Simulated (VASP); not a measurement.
# Input and output of a VASP PBE single-point calculation on SnTe (strained rocksalt)

INCAR

```
LASPH = .TRUE.
LWAVE = .FALSE.
SIGMA = 0.02
LCHARG = .FALSE.
NBANDS = 17
ISIF = 2
LREAL = .FALSE.
ISMEAR = -1
IBRION = -1
GGA = PE
EDIFF = 1E-7
ENCUT = 520
NELM = 120
PREC = Accurate
NSW = 0
```

KPOINTS

```
KPOINTS created by Atomic Simulation Environment
0
Gamma
8 8 8
0 0 0
```

KPOINTS_OPT

```
special points
8
Reciprocal
0.0000000000 0.0000000000 0.0000000000 1
0.5000000000 0.0000000000 0.5000000000 1
0.6250000000 0.2500000000 0.6250000000 1
0.3750000000 0.3750000000 0.7500000000 1
0.5000000000 0.5000000000 0.5000000000 1
0.5000000000 0.2500000000 0.7500000000 1
-0.0208330000 -0.0144040000 0.4694820000 1
-0.0154620000 0.0089520000 0.4918620000 1
```

POSCAR

```
Sn Te
 1.0000000000000000
     0.0000000000000000    3.0936504350999998    3.2004528642999999
     3.0936504350999998    0.0000000000000000    3.2004528642999999
     3.0936504350999998    3.0936504350999998    0.0000000000000000
 Sn  Te
   1   1
Cartesian
  0.0000000000000000  0.0000000000000000  0.0000000000000000
  3.0936504350999998  3.0936504350999998  3.2004528642999994
```

VASP ran with the recommended PBE PAW datasets (20 valence electrons in the cell).

Command

```
mpirun -np 1 vasp_std
```

From OUTCAR

```
k-points           NKPTS =     59   k-points in BZ     NKDIM =     59   number of bands    NBANDS=     17

   NELECT =      20.0000    total number of electrons

   dimension x,y,z NGX =    36 NGY =   36 NGZ =   36
   dimension x,y,z NGXF=    72 NGYF=   72 NGZF=   72

  energy-cutoff  :      520.00
  volume of cell :       61.26
      direct lattice vectors                 reciprocal lattice vectors
     0.000000000  3.093650435  3.200452864    -0.161621363  0.161621363  0.156227891
     3.093650435  0.000000000  3.200452864     0.161621363 -0.161621363  0.156227891
     3.093650435  3.093650435  0.000000000     0.161621363  0.161621363 -0.156227891

 k-points in reciprocal lattice and weights: KPOINTS created by Atomic Simulation Env
   0.00000000  0.00000000  0.00000000       0.002
   0.12500000 -0.00000000  0.00000000       0.016
   0.25000000 -0.00000000  0.00000000       0.016
   0.37500000  0.00000000  0.00000000       0.016
   0.50000000 -0.00000000  0.00000000       0.008
   0.12500000  0.12500000  0.00000000       0.004
   0.25000000  0.12500000  0.00000000       0.016
   0.37500000  0.12500000  0.00000000       0.016
   ...

 E-fermi :   7.2866

 k-point     1 :       0.0000    0.0000    0.0000
  band No.  band energies     occupation
      1     -14.6992      2.00000
      2     -14.6890      2.00000
      3     -14.6890      2.00000
      4     -14.6885      2.00000
      5     -14.6809      2.00000
      6      -5.7452      2.00000
      7       2.6406      2.00000
      8       4.8975      2.00000
      9       4.8975      2.00000
     10       5.2633      2.00000
     11      10.0785      0.00000
     12      10.9031      0.00000
     13      10.9031      0.00000
     14      11.7763      0.00000
     15      12.0226      0.00000
     16      12.0226      0.00000
     17      13.7203      0.00000

 k-point     2 :       0.1250   -0.0000    0.0000
  band No.  band energies     occupation
      1     -14.6996      2.00000
      2     -14.6897      2.00000
      3     -14.6886      2.00000
      4     -14.6878      2.00000
      5     -14.6800      2.00000
      6      -5.6092      2.00000
      7       1.8592      2.00000
      8       4.9404      2.00000
      9       5.1241      2.00000
     10       5.5968      2.00000
     11       9.4562      0.00000
     12      10.1525      0.00000
     13      10.1987      0.00000
     14      11.8774      0.00000
     15      12.2162      0.00000
     16      12.3325      0.00000
     17      14.6439      0.00000

 k-point     3 :       0.2500   -0.0000    0.0000
  band No.  band energies     occupation
      1     -14.7009      2.00000
      2     -14.6924      2.00000
      3     -14.6878      2.00000
      4     -14.6852      2.00000
      5     -14.6776      2.00000
      6      -5.2255      2.00000
      7       0.5058      2.00000
      8       5.0760      2.00000
      9       5.1808      2.00000
     10       6.3012      2.00000
     11       8.4463      0.00000
     12       8.9594      0.00000
     13       9.0766      0.00000
     14      12.3368      0.00000
     15      13.1518      0.00000
     16      13.1917      0.00000
     17      16.5605      0.00000

 k-point     4 :       0.3750    0.0000    0.0000
  band No.  band energies     occupation
      1     -14.7025      2.00000
      2     -14.6951      2.00000
      3     -14.6870      2.00000
      4     -14.6826      2.00000
      5     -14.6748      2.00000
      6      -4.7058      2.00000
      7      -0.6993      2.00000
      8       5.2554      2.00000
      9       5.2846      2.00000
     10       6.8120      2.00000
     11       7.6767      0.00000
     12       8.0140      0.00000
     13       8.1210      0.00000
     14      13.5998      0.00000
     15      14.5363      0.00000
     16      14.6116      0.00000
     17      17.5796      0.00000

 k-point     5 :       0.5000   -0.0000    0.0000
  band No.  band energies     occupation
      1     -14.7033      2.00000
      2     -14.6962      2.00000
      3     -14.6867      2.00000
      4     -14.6815      2.00000
      5     -14.6736      2.00000
      6      -4.4075      2.00000
      7      -1.2394      2.00000
      8       5.3060      2.00000
      9       5.4117      2.00000
     10       7.1658      1.99524
     11       7.4072      0.00481
     12       7.5498      0.00000
     13       7.6291      0.00000
     14      15.0517      0.00000
     15      15.9875      0.00000
     16      15.9925      0.00000
     17      16.2838      0.00000

 k-point     6 :       0.1250    0.1250    0.0000
  band No.  band energies     occupation
      1     -14.7015      2.00000
      2     -14.6879      2.00000
      3     -14.6875      2.00000
      4     -14.6875      2.00000
      5     -14.6815      2.00000
      6      -5.5771      2.00000
      7       1.9398      2.00000
      8       4.6242      2.00000
      9       4.6242      2.00000
     10       6.1920      2.00000
     11       8.3462      0.00000
     12      10.9676      0.00000
     13      10.9676      0.00000
     14      11.0676      0.00000
     15      12.8344      0.00000
     16      12.8344      0.00000
     17      14.4940      0.00000

 k-point     7 :       0.2500    0.1250    0.0000
  band No.  band energies     occupation
      1     -14.7037      2.00000
      2     -14.6891      2.00000
      3     -14.6860      2.00000
      4     -14.6846      2.00000
      5     -14.6809      2.00000
      6      -5.2889      2.00000
      7       1.0141      2.00000
      8       4.4783      2.00000
      9       4.6478      2.00000
     10       6.1255      2.00000
     11       8.0481      0.00000
     12      10.3916      0.00000
     13      10.3968      0.00000
     14      11.1792      0.00000
     15      13.5294      0.00000
     16      13.7237      0.00000
     17      15.7007      0.00000

 k-point     8 :       0.3750    0.1250    0.0000
  band No.  band energies     occupation
      1     -14.7051      2.00000
      2     -14.6918      2.00000
      3     -14.6853      2.00000
      4     -14.6820      2.00000
      5     -14.6783      2.00000
      6      -4.8155      2.00000
      7      -0.1833      2.00000
      8       4.5620      2.00000
      9       4.6339      2.00000
     10       5.7609      2.00000
     11       8.3062      0.00000
     12       9.3476      0.00000
     13       9.6546      0.00000
     14      11.9784      0.00000
     15      14.6399      0.00000
     16      15.0328      0.00000
     17      17.4840      0.00000

 k-point     9 :       0.5000    0.1250    0.0000
  band No.  band energies     occupation
      1     -14.7050      2.00000
      2     -14.6944      2.00000
      3     -14.6855      2.00000
      4     -14.6811      2.00000
      5     -14.6754      2.00000
      6      -4.3922      2.00000
      7      -1.0189      2.00000
      8       4.2691      2.00000
      9       4.8791      2.00000
     10       6.0206      2.00000
     11       8.3239      0.00000
     12       8.4326      0.00000
     13       9.2540      0.00000
     14      13.5380      0.00000
     15      15.6059      0.00000
     16      16.0908      0.00000
     17      16.3123      0.00000

 k-point    10 :      -0.3750    0.1250    0.0000
  band No.  band energies     occupation
      1     -14.7033      2.00000
      2     -14.6953      2.00000
      3     -14.6866      2.00000
      4     -14.6823      2.00000
      5     -14.6739      2.00000
      6      -4.4607      2.00000
      7      -0.9445      2.00000
      8       4.0301      2.00000
      9       5.3223      2.00000
     10       6.6398      2.00000
     11       7.8634      0.00000
     12       7.9217      0.00000
     13       9.5173      0.00000
     14      13.6519      0.00000
     15      14.4513      0.00000
     16      15.7554      0.00000
     17      17.0017      0.00000

 k-point    11 :      -0.2500    0.1250    0.0000
  band No.  band energies     occupation
      1     -14.7008      2.00000
      2     -14.6942      2.00000
      3     -14.6880      2.00000
      4     -14.6850      2.00000
      5     -14.6747      2.00000
      6      -4.9343      2.00000
      7      -0.0753      2.00000
      8       4.1181      2.00000
      9       5.5370      2.00000
     10       7.0628      1.99997
     11       7.8394      0.00000
     12       7.9679      0.00000
     13       9.9831      0.00000
     14      12.4328      0.00000
     15      13.1640      0.00000
     16      15.1666      0.00000
     17      15.5110      0.00000

 ...

  Total        1.9354971      1.9354971      0.1923785      0.0000000      0.0000000      0.0000000
  in kB       50.6196558     50.6196558      5.0313341      0.0000000      0.0000000      0.0000000
  external PRESSURE =      35.4235486 kB  Pullay stress =       0.0000000 kB

 POSITION                                       TOTAL-FORCE (eV/Angst)
 -----------------------------------------------------------------------------------
      0.00000      0.00000      0.00000         0.000000     -0.000000      0.000000
      3.09365      3.09365      3.20045        -0.000000      0.000000     -0.000000
 -----------------------------------------------------------------------------------
    total drift:                               -0.000000      0.000000      0.000000

  FREE ENERGIE OF THE ION-ELECTRON SYSTEM (eV)
  ---------------------------------------------------
  free  energy   TOTEN  =        -7.4978706771 eV

  energy  without entropy=       -7.4978600371  energy(sigma->0) =       -7.49786536
```

```yaml
gap_between_bands_v_and_c: "-0.02 eV (bands overlap: a metal)"
least_direct_gap: 0.00 eV
pressure: 3.5 GPa
```

Band v is the last that the valence electrons fill when counted band by band, and c is the next.

The run took about 66 s on one core of a shared host (Intel Xeon Platinum 8488C) and held 0.26 GiB at most.
